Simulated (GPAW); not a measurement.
WC (Qusongite):

```xyz
2
Lattice="2.9065 0.0000 0.0000 -1.4532 2.5171 0.0000 0.0000 0.0000 2.8366" Properties=species:S:1:pos:R:3 pbc="T T T"
W     0.0000    0.0000    0.0000
C     1.4533    0.8390    1.4183
```

Base run:

* Program: GPAW 26.7.0
* Functional: PBE
* Potentials or basis: GPAW PAW data sets (gpaw-data 1.2.1)
* Cutoff: 600 eV
* Basis: pw
* k mesh: 8 × 8 × 8
* Occupations: fermi-dirac, width 0.05 eV
* Spin: no spin polarisation

Its results: band gap on the k mesh none (metal or under the smearing width); pressure 5.4 GPa.

Problem. The run is repeated on the same cell with these changes: functional from PBE to r2SCAN; hubbard terms from none to W d U = 2 eV. What comes out?

Solution. Band gap on the k mesh none (metal or under the smearing width); pressure 3.1 GPa.

Several settings changed at once, so the effect can't be laid on one alone.

Caveats: the cutoff is short for stress and forces, so pressures can be off by a GPa or more; the PAW data sets were made with another functional, which shifts forces and pressure a little (some runs); U without spin polarisation on a metal has little footing (some runs); the U is typed as a test and isn't derived for this compound (some runs).
